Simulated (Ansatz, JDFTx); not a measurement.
## One calculation of AlNi, 3 ways

The starting cell:

```
Ni Al
1.0
     2.88100    0.00000    0.00000
     0.00000    2.88100    0.00000
     0.00000    0.00000    2.88100
Ni Al
1 1
Direct
  0.50000 0.50000 0.50000
  0.00000 0.00000 0.00000
```

Alike in all runs: task relaxation of cell and atoms; functional PBE; dispersion D3(BJ); k mesh 9 × 9 × 9; occupations fermi-dirac, width 0.05 eV; collinear spin, ferromagnetic start; no spin-orbit coupling.

```csv
program and potentials,plane-wave cutoff (eV),notes,equilibrium volume (Å³/atom)
"Ansatz, Ansatz PAW",420,-,11.66
"Ansatz, all-electron LAPW, scalar-relativistic",-,-,11.65
"JDFTx, PseudoDojo-SR-PBE-0.5-standard with smoothed tails",1333,-,11.65
```

The equilibrium volume spans 11.65 (JDFTx, PseudoDojo-SR-PBE-0.5-standard with smoothed tails) to 11.66 Å³/atom (Ansatz, Ansatz PAW), with all-electron results at 11.65. The state is the one that the start led to, which needn't be the lowest. Relaxations stop with a little pressure left, so the last digit of a volume isn't settled.

Differences between rows come from potentials, basis sets and numerical settings, since the functional is the same but for its coding. Runs on potential files found faulty are left out.
